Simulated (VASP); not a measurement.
**Input and output of a VASP r²SCAN single-point calculation on KBr (strained measured structure)**

INCAR

```
ISMEAR = 0
NBANDS = 15
NELM = 120
SIGMA = 0.01
LELF = .TRUE.
ALGO = Normal
ENCUT = 520
PREC = Accurate
LASPH = .TRUE.
IBRION = -1
LREAL = .FALSE.
LWAVE = .FALSE.
LCHARG = .TRUE.
ISIF = 2
EDIFF = 1E-7
NSW = 0
METAGGA = R2SCAN
```

KPOINTS

```
KPOINTS created by Atomic Simulation Environment
0
Gamma
6 6 6
0 0 0
```

KPOINTS_OPT

```
special points
6
Reciprocal
0.0000000000 0.0000000000 0.0000000000 1
0.5000000000 0.0000000000 0.5000000000 1
0.6250000000 0.2500000000 0.6250000000 1
0.3750000000 0.3750000000 0.7500000000 1
0.5000000000 0.5000000000 0.5000000000 1
0.5000000000 0.2500000000 0.7500000000 1
```

POSCAR

```
K  Br
 1.0000000000000000
     0.0000000000000000    3.4540206374000002    3.3024387009999998
     3.4540206374000002    0.0000000000000000    3.3024387009999998
     3.4540206374000002    3.4540206374000002    0.0000000000000000
 K   Br
   1   1
Cartesian
  0.0000000000000000  0.0000000000000000  0.0000000000000000
  3.4540206373999998  3.4540206373999998  3.3024387009999994
```

VASP ran with the recommended PBE PAW datasets (16 valence electrons in the cell).

Command

```
mpirun -np 1 vasp_std
```

From OUTCAR

```
k-points           NKPTS =     30   k-points in BZ     NKDIM =     30   number of bands    NBANDS=     15

   NELECT =      16.0000    total number of electrons

   dimension x,y,z NGX =    36 NGY =   36 NGZ =   36
   dimension x,y,z NGXF=    72 NGYF=   72 NGZF=   72

  energy-cutoff  :      520.00
  volume of cell :       78.80
      direct lattice vectors                 reciprocal lattice vectors
     0.000000000  3.454020637  3.302438701    -0.144758834  0.144758834  0.151403264
     3.454020637  0.000000000  3.302438701     0.144758834 -0.144758834  0.151403264
     3.454020637  3.454020637  0.000000000     0.144758834  0.144758834 -0.151403264

 k-points in reciprocal lattice and weights: KPOINTS created by Atomic Simulation Env
   0.00000000  0.00000000  0.00000000       0.005
   0.16666667 -0.00000000  0.00000000       0.037
   0.33333333 -0.00000000  0.00000000       0.037
   0.50000000 -0.00000000  0.00000000       0.019
   0.16666667  0.16666667  0.00000000       0.009
   0.33333333  0.16666667  0.00000000       0.037
   0.50000000  0.16666667  0.00000000       0.037
  -0.33333333  0.16666667  0.00000000       0.037
   ...

 E-fermi :  -2.4271

 k-point     1 :       0.0000    0.0000    0.0000
  band No.  band energies     occupation
      1     -31.5714      2.00000
      2     -15.1098      2.00000
      3     -14.2735      2.00000
      4     -14.2735      2.00000
      5     -14.2648      2.00000
      6      -2.4869      2.00000
      7      -2.4869      2.00000
      8      -2.4778      2.00000
      9       2.3459      0.00000
     10       5.6479      0.00000
     11       5.6479      0.00000
     12       5.9044      0.00000
     13       6.5458      0.00000
     14       6.7674      0.00000
     15       9.3080      0.00000

 k-point     2 :       0.1667   -0.0000    0.0000
  band No.  band energies     occupation
      1     -31.5705      2.00000
      2     -15.1560      2.00000
      3     -14.2752      2.00000
      4     -14.2699      2.00000
      5     -14.2074      2.00000
      6      -2.7836      2.00000
      7      -2.5561      2.00000
      8      -2.5505      2.00000
      9       2.9399      0.00000
     10       5.5206      0.00000
     11       5.9658      0.00000
     12       6.1267      0.00000
     13       6.8540      0.00000
     14       7.0965      0.00000
     15      10.2120      0.00000

 k-point     3 :       0.3333   -0.0000    0.0000
  band No.  band energies     occupation
      1     -31.5689      2.00000
      2     -15.2339      2.00000
      3     -14.2787      2.00000
      4     -14.2705      2.00000
      5     -14.0989      2.00000
      6      -3.2728      2.00000
      7      -2.6875      2.00000
      8      -2.6827      2.00000
      9       4.0258      0.00000
     10       5.6159      0.00000
     11       6.8046      0.00000
     12       6.9334      0.00000
     13       7.6325      0.00000
     14       7.9222      0.00000
     15       9.3482      0.00000

 k-point     4 :       0.5000   -0.0000    0.0000
  band No.  band energies     occupation
      1     -31.5681      2.00000
      2     -15.2679      2.00000
      3     -14.2804      2.00000
      4     -14.2708      2.00000
      5     -14.0494      2.00000
      6      -3.4820      2.00000
      7      -2.7501      2.00000
      8      -2.7459      2.00000
      9       4.4453      0.00000
     10       6.0248      0.00000
     11       7.7919      0.00000
     12       7.8206      0.00000
     13       7.8587      0.00000
     14       8.2422      0.00000
     15       8.7507      0.00000

 k-point     5 :       0.1667    0.1667    0.0000
  band No.  band energies     occupation
      1     -31.5701      2.00000
      2     -15.1765      2.00000
      3     -14.2802      2.00000
      4     -14.2802      2.00000
      5     -14.1660      2.00000
      6      -2.8795      2.00000
      7      -2.5735      2.00000
      8      -2.5735      2.00000
      9       3.0826      0.00000
     10       5.1509      0.00000
     11       6.3408      0.00000
     12       6.3408      0.00000
     13       6.7717      0.00000
     14       7.4768      0.00000
     15      10.5699      0.00000

 k-point     6 :       0.3333    0.1667    0.0000
  band No.  band energies     occupation
      1     -31.5687      2.00000
      2     -15.2075      2.00000
      3     -14.2853      2.00000
      4     -14.2813      2.00000
      5     -14.1193      2.00000
      6      -3.1834      2.00000
      7      -2.7021      2.00000
      8      -2.6749      2.00000
      9       3.9955      0.00000
     10       4.9203      0.00000
     11       7.0732      0.00000
     12       7.1069      0.00000
     13       7.3449      0.00000
     14       7.9167      0.00000
     15       9.6720      0.00000

 k-point     7 :       0.5000    0.1667    0.0000
  band No.  band energies     occupation
      1     -31.5677      2.00000
      2     -15.2181      2.00000
      3     -14.2855      2.00000
      4     -14.2814      2.00000
      5     -14.1048      2.00000
      6      -3.3598      2.00000
      7      -2.8195      2.00000
      8      -2.7563      2.00000
      9       4.6409      0.00000
     10       5.6232      0.00000
     11       7.3484      0.00000
     12       7.6296      0.00000
     13       7.8227      0.00000
     14       8.1058      0.00000
     15       9.0951      0.00000

 k-point     8 :      -0.3333    0.1667    0.0000
  band No.  band energies     occupation
      1     -31.5681      2.00000
      2     -15.1991      2.00000
      3     -14.2840      2.00000
      4     -14.2806      2.00000
      5     -14.1318      2.00000
      6      -3.2890      2.00000
      7      -2.7910      2.00000
      8      -2.7410      2.00000
      9       4.6025      0.00000
     10       5.6191      0.00000
     11       7.0308      0.00000
     12       7.1509      0.00000
     13       7.6057      0.00000
     14       8.3968      0.00000
     15       8.8091      0.00000

 k-point     9 :      -0.1667    0.1667    0.0000
  band No.  band energies     occupation
      1     -31.5695      2.00000
      2     -15.1681      2.00000
      3     -14.2782      2.00000
      4     -14.2754      2.00000
      5     -14.1831      2.00000
      6      -3.0274      2.00000
      7      -2.6425      2.00000
      8      -2.6423      2.00000
      9       3.7097      0.00000
     10       5.2755      0.00000
     11       6.2296      0.00000
     12       6.9122      0.00000
     13       7.2205      0.00000
     14       7.4818      0.00000
     15       9.5308      0.00000

 k-point    10 :       0.3333    0.3333    0.0000
  band No.  band energies     occupation
      1     -31.5678      2.00000
      2     -15.1426      2.00000
      3     -14.2938      2.00000
      4     -14.2938      2.00000
      5     -14.1881      2.00000
      6      -3.1998      2.00000
      7      -2.7157      2.00000
      8      -2.7157      2.00000
      9       4.2476      0.00000
     10       4.4414      0.00000
     11       7.3064      0.00000
     12       7.6763      0.00000
     13       8.0157      0.00000
     14       8.0157      0.00000
     15       9.0417      0.00000

 k-point    11 :       0.5000    0.3333    0.0000
  band No.  band energies     occupation
      1     -31.5670      2.00000
      2     -15.1000      2.00000
      3     -14.3033      2.00000
      4     -14.2957      2.00000
      5     -14.2330      2.00000
      6      -3.1797      2.00000
      7      -2.8626      2.00000
      8      -2.7682      2.00000
      9       4.2958      0.00000
     10       5.3565      0.00000
     11       6.8846      0.00000
     12       7.7530      0.00000
     13       7.8731      0.00000
     14       8.4534      0.00000
     15       9.0259      0.00000

 k-point    12 :      -0.3333    0.3333    0.0000
  band No.  band energies     occupation
      1     -31.5672      2.00000
      2     -15.1309      2.00000
      3     -14.3088      2.00000
      4     -14.2891      2.00000
      5     -14.1918      2.00000
      6      -3.1350      2.00000
      7      -2.9987      2.00000
      8      -2.7809      2.00000
      9       4.8473      0.00000
     10       5.9434      0.00000
     11       6.5515      0.00000
     12       7.1192      0.00000
     13       7.7270      0.00000
     14       8.5345      0.00000
     15       9.1735      0.00000

 k-point    13 :       0.5000    0.5000    0.0000
  band No.  band energies     occupation
      1     -31.5667      2.00000
      2     -15.0254      2.00000
      3     -14.3261      2.00000
      4     -14.3008      2.00000
      5     -14.3008      2.00000
      6      -3.1787      2.00000
      7      -2.7739      2.00000
      8      -2.7739      2.00000
      9       3.9159      0.00000
     10       5.2563      0.00000
     11       7.2897      0.00000
     12       7.6359      0.00000
     13       7.7764      0.00000
     14       8.7192      0.00000
     15       8.7192      0.00000

 ...

  Total       -0.6911776     -0.6911776     -0.1794276      0.0000000      0.0000000      0.0000000
  in kB      -14.0535355    -14.0535355     -3.6482547      0.0000000      0.0000000      0.0000000
  external PRESSURE =     -10.5851086 kB  Pullay stress =       0.0000000 kB

 POSITION                                       TOTAL-FORCE (eV/Angst)
 -----------------------------------------------------------------------------------
      0.00000      0.00000      0.00000        -0.000000      0.000000      0.000000
      3.45402      3.45402      3.30244         0.000000     -0.000000      0.000000
 -----------------------------------------------------------------------------------
    total drift:                                0.000000      0.000000      0.000000

  FREE ENERGIE OF THE ION-ELECTRON SYSTEM (eV)
  ---------------------------------------------------
  free  energy   TOTEN  =       -23.2166409845 eV

  energy  without entropy=      -23.2166409845  energy(sigma->0) =      -23.21664098
```

```yaml
gap_between_bands_v_and_c: 4.82 eV
least_direct_gap: 4.82 eV
pressure: -1.1 GPa
```

Band v is the last that the valence electrons fill when counted band by band, and c is the next.

The run took about 97 s on one core of a shared host (Intel Xeon Platinum 8488C) and held 0.23 GiB at most.
